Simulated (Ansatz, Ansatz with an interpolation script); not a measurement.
# CdSe (Cadmoselite): quasiparticle bands by Wannier interpolation, part 2 of 2

Wanted: quasiparticle gap and band widths of CdSe (Cadmoselite) over the whole zone.

Ansatz 0.2.0; r2SCAN, Wannier functions and G0W0, plane waves, PAW. Known limits of the many-body steps: not at the basis limit; no spin-orbit coupling.

So far. Step 2 (r2SCAN bands): The gap is direct, at Γ. Step 3 (Wannier functions (Cd:5s Se:4p) on 12×12×8): Near the gap the model misses directly solved bands by 0.8 meV r.m.s. and by 13 meV at most in the window tested. This tests the starting bands, not the corrections carried with them.

The database entry behind the starting cell differs from later determinations by our own check (inner coordinate of an old entry), so it need not match the best structure at ambient conditions.

## 4. G0W0 at every point of the mesh: 6×6×4 mesh, 516 empty bands, screening to 160 eV, PAW set soft_1 files

Now the one-shot GW correction: screening in the RPA, then the self-energy of the levels asked for.

This step: G0W0 on r2SCAN, plane waves, PAW; PAW set soft_1.

File input.yaml:

```yaml
crystal:
  lattice:
    - [4.3, 0.0, 0.0]
    - [-2.15, 3.72390924, 0.0]
    - [0.0, 0.0, 7.02]
  atoms:
    - { symbol: Cd, position: [0.33333333, 0.66666667, 0.0] }
    - { symbol: Cd, position: [0.66666667, 0.33333333, 0.5] }
    - { symbol: Se, position: [0.33333333, 0.66666667, 0.385] }
    - { symbol: Se, position: [0.66666667, 0.33333333, 0.885] }
kpoints:
  mp_grid: { grid: [6, 6, 4] }
hamiltonian:
  xc: r2scan
  pseudopotentials: { kind: paw, azcp: { folder: soft_1 } }
scf:
  occupations: { method: fixed }
gw:
  n_empty_bands: 516
  ecut_chi: 160.0
  qp_bands: [v6, c2]
  screening: { model: contour_deformation }
```

Started as:

```
$ ansatz run input.yaml --threads 3 --pin off --max-ram 92160MiB --backend cuda --events-out ev --progress --plain --runs-dir out --devices 1 --max-vram 13GiB
```

Numbers of over 12 decimals in the logs are rounded to 6 here.

Log:

```text
GPUs: using 1 of 1 available (devices: 1).
[...]
GPU FFT provider: cuFFT
GPU libraries: cuBLAS 13.8.2, cuFFT 12.4.0, cuSOLVER 12.3.4
Crystal: 4 atoms, lattice volume = 112.410 Å³
Basis set: ecut = 500 eV, 2863 PW (Γ), exchange–correlation on 128×128×216 points (64 copies of the dense FFT grid, shifted against one another)
Bands: 44, of which v1, the nominal top of the filled ones, is band 36 counted from 1 (35 counted from 0)
Symmetry: 12 space group operations
[...]
k-points: 21 of 144 (time reversal used)
[...]
GPU buffer pool allocated for 55296 grid points (all kernels)
[...]
SCF iter   1: F=—  HF=-27496.546626 eV  |F-HF|=—  |Δ(HF+E_count)|=         —  Δρ=5.16e-2  dr2=2.64e0  dr2_τ=5.98e-3  ethr=3.10e-3  ⟨swp⟩=4.0  Hψ=2820  notcnv=0  defer=122
[...]
SCF iter   8: F=-27495.787471 eV  HF=-27495.787471 eV  |F-HF|=5.15e-8  |Δ(HF+E_count)|=   1.51e-6  Δρ=6.95e-6  dr2=6.36e-8  dr2_τ=2.37e-9  ethr=1.39e-10  ⟨swp⟩=8.6  Hψ=4041  notcnv=0
SCF 1 converged in 8 iterations: F = -27495.787471 eV  dr2 = 6.36e-8
[...]
NSCF: frozen V_eff on 21 k-points, pencils in batches of 32, up to order 176
[...]
G₀W₀ screening: q 1/21
[... further progress lines ...]
SCF converged after 8 iterations
Free energy (F): -27495.787471 eV
[...]
Internal energy: -27495.787471 eV  (E = F + TS)
E sigma→0 (E₀):  -27495.787471 eV
Fermi energy:    7.001491 eV
[...]
--- Band table (eV; the first three rows and the last of 21) ---
  k-point 0: bands = [... 32 lower, 6.2787, 6.9878, 7.0015, 7.0015, 8.1922, 9.5953, 13.4072, 13.4072, ... 4 higher]
  k-point 1: bands = [... 32 lower, 6.3780, 6.3780, 6.8885, 6.8885, 9.1423, 9.7016, 13.2039, 13.4832, ... 4 higher]
  k-point 2: bands = [... 32 lower, 6.6265, 6.6265, 6.6265, 6.6265, 9.8048, 9.8048, 13.2789, 13.2789, ... 4 higher]
  k-point 20: bands = [... 32 lower, 4.4736, 4.4736, 5.9258, 5.9258, 11.2826, 11.2826, 13.2237, 13.2237, ... 4 higher]
--- G₀W₀: contour deformation, 7 samples at zero and on the imaginary axis and 3 off it, 144 q-points, 516 empty bands' worth ---
  eigenvalues of the whole cell's RPA ε∞ on this k-mesh (on a slab, of 1 + 4πα/V) = 6.4577, 6.6929, 6.6929; static W/v taken at q = 0 is 0.150891
  bands read: the sum over 552 bands ends inside a degenerate multiplet in 3 slots, whose members it reads at an even weight; the widest, k=0: bands 552 to 553 (counted from 1) at 1/2 each
    ik  band        ε_KS         Σx   Σc(E_QP)       V_xc       Z   E_QP_lin       E_QP  E_QP is
     0    31      2.7295   -16.2817     2.9598   -12.6961  0.6852     2.0892     2.1037  root
     0    32      6.2787   -19.1211     1.8656   -16.6751  0.7629     5.6873     5.6983  root
     0    33      6.2787   -19.1211     1.8656   -16.6751  0.7629     5.6873     5.6983  root
     0    34      6.9878   -19.4295     1.6073   -17.3114  0.7676     6.4695     6.4771  root
     0    35      7.0015   -20.0483     1.6709   -17.8660  0.7687     6.4825     6.4901  root
     0    36      7.0015   -20.0483     1.6709   -17.8660  0.7687     6.4825     6.4901  root
     0    37      8.1922    -8.9960    -3.4471   -12.4697  0.8030     8.2189     8.2188  root
     0    38      9.5953    -8.3376    -3.8054   -12.2913  0.7978     9.7441     9.7436  root
     1    31      3.2545   -17.3293     2.7907   -13.8959  0.7045     2.5947     2.6118  root
     1    32      5.9115   -18.1015     1.5474   -15.9925  0.7627     5.3391     5.3499  root
     1    33      6.3780   -19.2440     1.8411   -16.8305  0.7637     5.7951     5.8056  root
     1    34      6.3780   -19.2440     1.8411   -16.8305  0.7637     5.7951     5.8056  root
     1    35      6.8885   -19.8998     1.7060   -17.6695  0.7678     6.3561     6.3643  root
     1    36      6.8885   -19.8998     1.7060   -17.6695  0.7678     6.3561     6.3643  root
[...]
20    34      4.4736   -16.9967     2.3763   -13.9548  0.7377     3.7870     3.8079  root
    20    35      5.9258   -18.2790     1.9396   -15.7419  0.7573     5.3160     5.3283  root
    20    36      5.9258   -18.2790     1.9396   -15.7419  0.7573     5.3160     5.3283  root
    20    37     11.2826    -7.9968    -4.0357   -12.2175  0.7893    11.4684    11.4676  root
    20    38     11.2826    -7.9968    -4.0357   -12.2175  0.7893    11.4684    11.4676  root
```

It took 2.8 min on 1 × NVIDIA H100 80GB HBM3 (shared by 6 runs) with 3 threads of AMD EPYC 7R13 (Zen 3), shared host; peak memory 2.3 GiB.

This step gave:

```
bands summed                                 : 552
RPA ε∞ on this mesh (eigenvalues)            : 6.458, 6.693, 6.693
plane waves in the screening matrix          : 537
q-points in the mesh                         : 144
G0W0 gap on the mesh                         : 1.729 eV
k of the valence top                         : 0, 0, 0
k of the conduction bottom                   : 0, 0, 0
starting gap on the mesh                     : 1.191 eV
Z at the valence top                         : 0.7687
Z at the conduction bottom                   : 0.8030
least direct G0W0 gap on the computed points : 1.729 eV
```

The gap on the mesh goes from 1.19 eV to 1.73 eV, a correction of +0.54 eV. Between the two edge states, bare exchange in place of the xc potential would open the gap by 5.66 eV, and correlation takes back 5.12 eV.

## 5. Interpolating the corrections

A script adds the corrections, carried to the Wannier functions and back, to the r2SCAN levels, along the path and on a 13×13×9 mesh.

* G0W0 gap over the zone: 1.729 eV
* valence top at: Γ
* conduction bottom at: Γ
* starting gap over the zone: 1.191 eV
* least direct G0W0 gap: 1.729 eV
* G0W0 gap on the mesh: 1.729 eV
* valence width, start: 4.332 eV
* valence width, G0W0: 4.457 eV
* gap by a rigid shift: 1.729 eV

Levels solved directly plus the interpolated quasiparticle correction. Limits: finite bands, cutoff and mesh; no spin-orbit coupling. Quasiparticle bands along the path, in eV, zero at the valence-band top of each set:

| point | band 33 | band 34 | band 35 | band 36 | band 37 |
| --- | --- | --- | --- | --- | --- |
| Γ | -0.79 | -0.01 | 0.00 | 0.00 | 1.73 |
| halfway | -2.24 | -1.47 | -0.50 | -0.48 | 3.72 |
| M | -2.74 | -2.02 | -1.36 | -0.92 | 4.38 |
| halfway | -2.83 | -2.32 | -1.53 | -1.44 | 5.14 |
| K | -3.28 | -1.94 | -1.94 | -1.94 | 5.44 |
| halfway | -2.66 | -1.82 | -0.83 | -0.62 | 4.20 |
| Γ | -0.79 | -0.01 | 0.00 | 0.00 | 1.73 |
| halfway | -0.68 | -0.68 | -0.13 | -0.13 | 2.73 |
| A | -0.41 | -0.41 | -0.41 | -0.41 | 3.44 |
| halfway | -1.46 | -1.46 | -1.00 | -1.00 | 4.55 |
| L | -1.51 | -1.51 | -1.40 | -1.40 | 4.10 |
| halfway | -2.19 | -2.19 | -1.23 | -1.23 | 4.68 |
| H | -2.68 | -2.68 | -1.16 | -1.16 | 5.03 |
| halfway | -1.50 | -1.50 | -1.31 | -1.31 | 4.96 |
| A | -0.41 | -0.41 | -0.41 | -0.41 | 3.44 |
| jump to L | -1.51 | -1.51 | -1.40 | -1.40 | 4.10 |
| halfway | -2.25 | -1.87 | -1.17 | -1.10 | 3.95 |
| M | -2.74 | -2.02 | -1.36 | -0.92 | 4.38 |
| jump to H | -2.68 | -2.68 | -1.16 | -1.16 | 5.03 |
| halfway | -3.12 | -2.18 | -1.55 | -1.55 | 5.57 |
| K | -3.28 | -1.94 | -1.94 | -1.94 | 5.44 |

The same for r2SCAN:

| point | band 33 | band 34 | band 35 | band 36 | band 37 |
| --- | --- | --- | --- | --- | --- |
| Γ | -0.72 | -0.01 | 0.00 | 0.00 | 1.19 |
| M | -2.59 | -1.89 | -1.25 | -0.84 | 3.69 |
| K | -3.12 | -1.81 | -1.81 | -1.81 | 4.66 |
| Γ | -0.72 | -0.01 | 0.00 | 0.00 | 1.19 |
| A | -0.38 | -0.38 | -0.38 | -0.38 | 2.80 |
| L | -1.40 | -1.40 | -1.31 | -1.31 | 3.40 |
| H | -2.53 | -2.53 | -1.08 | -1.08 | 4.28 |
| A | -0.38 | -0.38 | -0.38 | -0.38 | 2.80 |
| L | -1.40 | -1.40 | -1.31 | -1.31 | 3.40 |
| M | -2.59 | -1.89 | -1.25 | -0.84 | 3.69 |
| H | -2.53 | -2.53 | -1.08 | -1.08 | 4.28 |
| K | -3.12 | -1.81 | -1.81 | -1.81 | 4.66 |

The first set of quasiparticle bands as a text plot (rows in eV):

```
    5.5 |          +++++                                      +++
    5.1 |               +                     ++++++         +
    4.7 |         +      +            ++    ++      +
    4.2 |     ++++        +          +  ++++         +     ++
    3.8 |    +                      +                 +  ++
    3.4 |   +                     ++                   ++
    3.0 |  +               +     +
    2.5 | +                 +   +
    2.1 |+                   + +
    1.7 |                     +
    1.3 |
    0.9 |
    0.4 |
    0.0 |***                *****
   -0.4 |*  **            ** * * ****                 ***
   -0.8 |**  *****       ** *****   ***             ***    **
   -1.3 | ***  ****    *** **        *****************   ******
   -1.7 |  ****    ** **  **     *     *  **       *     **    *
   -2.1 |   *  ********  *                  *     *       *** ***
   -2.5 |    *   **    ****       ***        *****    ***  ***
   -3.0 |    ****  ** ** *        *  *              **       ***
   -3.4 |     **     *  *        *    **                        *
   -3.8 |       ******** **             *         **       **   *
   -4.2 |************ ***  ******        *********       *******
         Γ      M    K        Γ   A       L    H       A|L M|H  K
```

Minima of the lowest conduction band, from levels solved directly at the displaced points, plus the interpolated correction; masses are left empty at degenerate points, on flat bands and where the interpolated correction rules the curvature; G0W0 masses are rough. Conduction valleys, by row:

| point | k (reciprocal lattice) | valleys in the zone | G0W0 level above the valence top (eV) | r2SCAN level above the valence top (eV) | G0W0 principal masses (m_e) | r2SCAN principal masses (m_e) |
| --- | --- | --- | --- | --- | --- | --- |
| Γ | 0.000 0.000 0.000 | 1 | 1.729 | 1.191 | 0.104 0.110 0.110 | 0.100 0.105 0.105 |

Second differences of levels solved directly at the displaced points, plus the interpolated correction, at the quasiparticle band edges; no spin-orbit coupling; left empty where the band is flat or the interpolated correction rules the curvature. Effective masses, by row:

| carrier | point | Cartesian direction | band | r2SCAN mass (m_e) | G0W0 mass (m_e) |
| --- | --- | --- | --- | --- | --- |
| hole | Γ | 100 | 36 | 1.284 | 1.188 |
| hole | Γ | 010 | 36 | 1.284 | 1.208 |
| hole | Γ | 001 | 36 | 1.584 | 1.415 |
| hole | Γ | 001 | 35 | 1.584 | 1.415 |
| hole | Γ | 001 | 34 | 0.094 | 0.098 |
| hole | Γ | 110 | 36 | 1.282 | 1.247 |
| hole | Γ | 111 | 36 | 1.37 | 1.299 |
| hole | Γ | 111 | 34 | 0.16 | 0.143 |
| electron | Γ | 100 | 37 | 0.103 | 0.109 |
| electron | Γ | 010 | 37 | 0.103 | 0.109 |
| electron | Γ | 001 | 37 | 0.098 | 0.103 |
| electron | Γ | 110 | 37 | 0.103 | 0.109 |
| electron | Γ | 111 | 37 | 0.101 | 0.107 |

Wannier model on a dense mesh, Gaussian width 0.15 eV. Limits: finite bands, cutoff and mesh; no spin-orbit coupling. The density of states by energy, zero at the valence-band top of each set; read off at these points; values in states/eV/cell:

| energy (eV) | G0W0 | r2SCAN |
| --- | --- | --- |
| -5.000 | 0 | 0 |
| -4.750 | 0.00662 | 1.3e-4 |
| -4.500 | 0.637 | 0.0771 |
| -4.250 | 3.82 | 2.22 |
| -4.100 | 4.45 | 4.14 |
| -4.000 | 3.97 | 4.46 |
| -3.750 | 2.29 | 3.11 |
| -3.500 | 1.46 | 1.72 |
| -3.250 | 1.02 | 1.12 |
| -3.000 | 1.22 | 1.10 |
| -2.750 | 2.09 | 1.51 |
| -2.500 | 2.49 | 2.27 |
| -2.250 | 2.52 | 2.50 |
| -2.000 | 3.45 | 3.23 |
| -1.750 | 3.54 | 3.50 |
| -1.500 | 3.86 | 3.88 |
| -1.250 | 5.08 | 4.79 |
| -1.200 | 5.37 | 5.10 |
| -1.100 | 5.29 | 5.67 |
| -1.000 | 4.56 | 5.47 |
| -0.750 | 2.89 | 3.54 |
| -0.500 | 1.76 | 2.09 |
| -0.250 | 1.00 | 1.18 |
| 0.000 | 0.261 | 0.295 |
| 0.250 | 0.00599 | 0.00661 |
| 0.500 | 0 | 0 |
| 0.750 | 0 | 0 |
| 1.000 | 0 | 9.8e-4 |
| 1.250 | 0 | 0.00510 |
| 1.500 | 4.8e-4 | 0.0241 |
| 1.750 | 0.00486 | 0.0588 |
| 2.000 | 0.0168 | 0.0438 |
| 2.250 | 0.0491 | 0.162 |
| 2.500 | 0.0469 | 0.119 |
| 2.750 | 0.105 | 0.327 |
| 3.000 | 0.143 | 0.464 |

Corrections by starting level (eV, on the run's own energy scale, so only their differences matter):

| start | correction |
| --- | --- |
| -4.32 | −0.64 |
| -4.00 | −0.64 |
| -3.72 | −0.64 |
| -2.81 | −0.64 |
| -2.53 | −0.67 |
| -1.83 | −0.60 |
| -1.50 | −0.62 |
| -1.31 | −0.61 |
| -1.10 | −0.60 |
| -0.80 | −0.58 |
| -0.62 | −0.57 |
| -0.11 | −0.52 |
| 0.00 | −0.51 |
| 1.19 | +0.03 |
| 2.80 | +0.14 |
| 3.66 | +0.21 |
| 4.01 | +0.16 |
| 4.81 | +0.26 |

## 6. r2SCAN+SOC bands, for comparison

The many-body steps leave out spin-orbit coupling, so its effect is taken from a two-component run, with twice the bands.

This step: DFT, r2SCAN with spin-orbit coupling, plane waves, PAW; PAW set soft_1.

File input.yaml:

```yaml
crystal:
  lattice:
    - [4.3, 0.0, 0.0]
    - [-2.15, 3.72390924, 0.0]
    - [0.0, 0.0, 7.02]
  atoms:
    - { symbol: Cd, position: [0.33333333, 0.66666667, 0.0] }
    - { symbol: Cd, position: [0.66666667, 0.33333333, 0.5] }
    - { symbol: Se, position: [0.33333333, 0.66666667, 0.385] }
    - { symbol: Se, position: [0.66666667, 0.33333333, 0.885] }
kpoints:
  mp_grid: { grid: [6, 6, 4] }
  band_path:
    path:
      - [[0.0, 0.0, 0.0], [0.5, 0.0, 0.0], [0.33333333, 0.33333333, 0.0], [0.0, 0.0, 0.0], [0.0, 0.0, 0.5], [0.5, 0.0, 0.5], [0.33333333, 0.33333333, 0.5], [0.0, 0.0, 0.5]]
      - [[0.5, 0.0, 0.5], [0.5, 0.0, 0.0]]
      - [[0.33333333, 0.33333333, 0.5], [0.33333333, 0.33333333, 0.0]]
    npoints: 10
hamiltonian:
  xc: r2scan
  pseudopotentials: { kind: paw_fr, azcp: { folder: soft_1 } }
scf:
  occupations: { method: fermi_dirac, width: 0.02 }
  n_extra_bands: 10
magnetization:
  noncollinear: true
  spin_orbit: true
output:
  eigenvalues: true
```

Log:

```text
[...]
GPUs: using 1 of 1 available (devices: 1).
[...]
non-collinear run that drives no moment, with spin-orbit: no starting moment large enough to seed its density (crystal.atoms[].spin), no starting occupations that ask for one, no magnetisation constraint and no magnetic field, so the semilocal B_xc is pinned to zero
[...]
GPU FFT provider: cuFFT
GPU libraries: cuBLAS 13.8.2, cuFFT 12.4.0, cuSOLVER 12.3.4
Crystal: 4 atoms, lattice volume = 112.410 Å³
Basis set: ecut = 500 eV, 2863 PW (Γ), exchange–correlation on 128×128×216 points (64 copies of the dense FFT grid, shifted against one another)
Bands: 82, of which v1, the nominal top of the filled ones, is band 72 counted from 1 (71 counted from 0)
Symmetry: 12 space group operations + 12 with time reversal
[...]
k-points: 21 of 144 (time reversal used)
Projection manifold: j_resolved (fully-relativistic pseudo-atomic orbitals)
[...]
GPU buffer pool allocated for 55296 grid points (all kernels)
[...]
SCF iter   1: F=—  HF=-27473.804887 eV  |F-HF|=—  |Δ(HF+E_count)|=         —  Δρ=5.14e-2  dr2=2.63e0  dr2_τ=1.55e-3  dr2_m=0.00e0 (ungated)  ethr=3.10e-3  |M|=0.00e0 ∫|m|=0.00e0 μB  |m|>n=0.0e0 m-floor=0.0e0 τ_xc=0.0e0  β_m=0.30  ⟨swp⟩=8.2  Hψ=8275  notcnv=0
[...]
spin=Noncollinear: Resta preconditioning applied to the charge; magnetization (m_x, m_y, m_z) channels mix plain (no charge-response kernel on spin).
SCF iter   2: F=—  HF=-27473.275640 eV  |F-HF|=—  |Δ(HF+E_count)|=   5.29e-1  Δρ=3.17e-2  dr2=9.46e-1  dr2_τ=8.94e-3  dr2_m=0.00e0 (ungated)  ethr=3.10e-3  |M|=0.00e0 ∫|m|=0.00e0 μB  |m|>n=0.0e0 m-floor=0.0e0 τ_xc=0.0e0  β_m=0.50  ⟨swp⟩=3.1  Hψ=2805  notcnv=0  defer=98
[...]
SCF iter   9: F=-27473.052613 eV  HF=-27473.052613 eV  |F-HF|=2.99e-9  |Δ(HF+E_count)|=   1.73e-7  Δρ=1.94e-6  dr2=5.24e-9  dr2_τ=4.67e-11  dr2_m=0.00e0 (ungated)  ethr=1.39e-10  |M|=0.00e0 ∫|m|=0.00e0 μB  |m|>n=0.0e0 m-floor=0.0e0 τ_xc=0.0e0  ⟨swp⟩=9.6  Hψ=5577  notcnv=0
SCF 1 converged in 9 iterations: F = -27473.052613 eV  dr2 = 5.24e-9
[...]
SCF converged after 9 iterations
Magnetization: |M| = 0.0000 μB,  M = (+0.0000, +0.0000, +0.0000) μB
Absolute magnetization: 0.0000 μB (∫|m|)
  site 0: m = (+0.0000, +0.0000, +0.0000) μB, |m| = 0.0000 μB  (R = 1.08 Å)
  site 1: m = (+0.0000, +0.0000, +0.0000) μB, |m| = 0.0000 μB  (R = 1.08 Å)
  site 2: m = (+0.0000, +0.0000, +0.0000) μB, |m| = 0.0000 μB  (R = 1.08 Å)
  site 3: m = (+0.0000, +0.0000, +0.0000) μB, |m| = 0.0000 μB  (R = 1.08 Å)
Free energy (F): -27473.052613 eV
[...]
Internal energy: -27473.052613 eV  (E = F + TS)
E sigma→0 (E₀):  -27473.052613 eV
Fermi energy:    7.661377 eV
[...]
--- Band table (eV; the first three rows and the last of 21) ---
  k-point 0: bands = [... 68 lower, 7.1124, 7.1124, 7.1161, 7.1161, 8.1945, 8.1945, 9.5949, 9.5949, ... 6 higher]
  k-point 1: bands = [... 68 lower, 6.7859, 6.7859, 7.0028, 7.0028, 9.1463, 9.1463, 9.7007, 9.7007, ... 6 higher]
  k-point 2: bands = [... 68 lower, 6.7392, 6.7392, 6.7392, 6.7392, 9.8041, 9.8041, 9.8041, 9.8041, ... 6 higher]
  k-point 20: bands = [... 68 lower, 5.8990, 5.8990, 5.9525, 5.9525, 11.2509, 11.2509, 11.3085, 11.3085, ... 6 higher]
```

The job ended after 16 s (1 × NVIDIA H100 80GB HBM3 (shared by 6 runs) with 3 threads; peak memory 1.8 GiB).

Numbers from this step:

| Quantity | Value |
| --- | --- |
| filled bands | 72 |
| gap | 1.078 eV |
| valence top at | Γ |
| conduction bottom at | Γ |
| least direct gap | 1.078 eV |

The gap stands −0.11 eV against r2SCAN.

The electronic bands at the labelled points (eV, zero at the top of the highest nominally filled band):

| point | band 69 | band 70 | band 71 | band 72 | band 73 | band 74 | band 75 | band 76 |
| --- | --- | --- | --- | --- | --- | --- | --- | --- |
| Γ | 0.00 | 0.00 | 0.00 | 0.00 | 1.08 | 1.08 | 2.48 | 2.48 |
| halfway | -0.66 | -0.66 | -0.46 | -0.44 | 2.95 | 2.96 | 3.75 | 3.78 |
| M | -1.39 | -1.39 | -0.93 | -0.93 | 3.55 | 3.55 | 3.61 | 3.61 |
| halfway | -1.63 | -1.54 | -1.44 | -1.36 | 4.26 | 4.30 | 4.55 | 4.58 |
| K | -1.96 | -1.92 | -1.83 | -1.83 | 4.54 | 4.54 | 5.02 | 5.19 |
| halfway | -0.92 | -0.92 | -0.65 | -0.63 | 3.41 | 3.41 | 4.40 | 4.46 |
| Γ | 0.00 | 0.00 | 0.00 | 0.00 | 1.08 | 1.08 | 2.48 | 2.48 |
| halfway | -0.33 | -0.33 | -0.11 | -0.11 | 2.03 | 2.03 | 2.58 | 2.58 |
| A | -0.38 | -0.38 | -0.38 | -0.38 | 2.69 | 2.69 | 2.69 | 2.69 |
| halfway | -1.03 | -1.03 | -1.02 | -1.02 | 3.71 | 3.71 | 3.74 | 3.74 |
| L | -1.38 | -1.38 | -1.38 | -1.38 | 3.28 | 3.28 | 3.28 | 3.28 |
| halfway | -1.28 | -1.28 | -1.22 | -1.22 | 3.80 | 3.80 | 3.86 | 3.86 |
| H | -1.22 | -1.22 | -1.16 | -1.16 | 4.13 | 4.13 | 4.19 | 4.19 |
| halfway | -1.37 | -1.37 | -1.26 | -1.26 | 4.07 | 4.07 | 4.15 | 4.15 |
| A | -0.38 | -0.38 | -0.38 | -0.38 | 2.69 | 2.69 | 2.69 | 2.69 |
| jump to L | -1.38 | -1.38 | -1.38 | -1.38 | 3.28 | 3.28 | 3.28 | 3.28 |
| halfway | -1.26 | -1.26 | -1.06 | -1.06 | 3.14 | 3.14 | 3.64 | 3.64 |
| M | -1.39 | -1.39 | -0.93 | -0.93 | 3.55 | 3.55 | 3.61 | 3.61 |
| jump to H | -1.22 | -1.22 | -1.16 | -1.16 | 4.13 | 4.13 | 4.19 | 4.19 |
| halfway | -1.59 | -1.57 | -1.53 | -1.53 | 4.60 | 4.70 | 4.73 | 4.73 |
| K | -1.96 | -1.92 | -1.83 | -1.83 | 4.54 | 4.54 | 5.02 | 5.19 |

## 7. Summary of results

```json
{
 "r2SCAN gap": "1.19 eV",
 "G0W0 gap over the zone": "1.73 eV, direct",
 "least direct G0W0 gap, in the model": "1.73 eV",
 "with the spin-orbit change": "1.62 eV",
 "GW settings": "6×6×4 mesh, 516 empty bands, screening to 160 eV, PAW set soft_1 files",
 "known limits": "not at the basis limit; no spin-orbit coupling"
}
```

**Reading.** The Wannier model follows the r2SCAN bands to under 1 meV r.m.s. near the gap. The G0W0 gap over the zone is 1.73 eV, direct, from Γ to Γ; on the mesh alone it is 1.73 eV, nearly the same. The valence width in the model goes from 4.33 eV to 4.46 eV. At the band edge the lightest electron mass is 0.098 m_e at the start and 0.10 m_e in G0W0; the G0W0 masses rest on corrections from the 6×6×4 mesh alone and are rough. r2SCAN+SOC gives a gap of 1.08 eV on the same path, a spin-orbit change of −0.11 eV that would bring the G0W0 gap to 1.62 eV. Bands and cutoff are finite, so the gap is not at the basis limit. The miss can reach some tenths of an eV and take either sign; the mesh is an error of its own. Beside the filled d shell of Cd, one-shot G0W0 from a semilocal start often leaves the gap short. Above the frozen window of the model the interpolated levels need not meet the computed ones, even at points of the mesh.

[Paths, hosts, dates, memory and timing lines, banners, echoed tables and standing remarks are left out of the program output.]

[Logs are printed without paths, hosts, clocks, repeated set-up lines and the standing remarks that a program may print on its own settings, such as how far it seeks lower states.]

[Runs of the session that timed out or met a known fault of the program may be left out.]

[Hosts, paths, dates, database ids (printed as entryN), source tags and the programs' standing remarks are cut or masked in the printed files.]
